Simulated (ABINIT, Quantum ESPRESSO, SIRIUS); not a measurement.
Ru: 3 runs at one level of theory

```
CELL_PARAMETERS angstrom
2.70580 0.00000 0.00000
-1.35290 2.34329 0.00000
0.00000 0.00000 4.28190
ATOMIC_POSITIONS crystal
Ru 0.33837 0.66914 0.25459
Ru 0.66163 0.33086 0.74541
```

Alike in all runs: task single point; functional PBE; k mesh 11 × 11 × 6; occupations fermi-dirac, width 0.05 eV; no spin polarisation; no spin-orbit coupling. Pressure is positive in compression and, in plane waves, holds the error of the finite cutoff.

```tsv
program and potentials	plane-wave cutoff (eV)	notes	pressure (GPa)	largest force (eV/Å)
Quantum ESPRESSO, SSSP 1.3 efficiency PBE	816	-	4.92	0.530
ABINIT, JTH PAW PBE v2.0	408	-	4.56	0.510
SIRIUS, PseudoDojo 0.4.1 PBE standard (scalar relativistic)	1152	-	5.33	0.535
```

Force on atom 1 (Ru), eV/Å:

```csv
program and potentials,x,y,z
"Quantum ESPRESSO, SSSP 1.3 efficiency PBE",-0.138,-0.078,-0.506
"ABINIT, JTH PAW PBE v2.0",-0.138,-0.078,-0.484
"SIRIUS, PseudoDojo 0.4.1 PBE standard (scalar relativistic)",-0.139,-0.078,-0.510
```

The pressure spans 4.56 (ABINIT, JTH PAW PBE v2.0) to 5.33 GPa (SIRIUS, PseudoDojo 0.4.1 PBE standard (scalar relativistic)). The atoms of the given cell lie far from their minimum at this level.

The functional is the same throughout but for its coding, so the spread measures potentials, basis and numerics; runs on potential files found faulty are left out.
